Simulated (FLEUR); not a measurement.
Crystal: V.

```
V
1.0
    -1.51435    1.51435    1.51435
     1.51435   -1.51435    1.51435
     1.51435    1.51435   -1.51435
V
1
Direct
  0.00000 0.00000 0.00000
```

Base run:

- Program: FLEUR MaX-R8.1 (later development tree)
- Functional: SCAN
- Potentials or basis: all-electron
- Basis: FLAPW
- Kmax: 4.26 1/bohr
- k mesh: 12 × 12 × 12
- Occupations: fermi-dirac, width 0.05 eV
- Spin: collinear spin, ferromagnetic start
- Starting moments: [2.0] μB

Its results: net moment 0.58 μB per cell.

Q: The run is repeated on the same cell with these changes: functional from SCAN to WC. What comes out?

A: Net moment 0.00 μB per cell.

Caveats: the meta-GGA is that of a development version, with a GGA for the radial functions and cores and without core tails (some runs).

Not every run made on this cell is shown here.
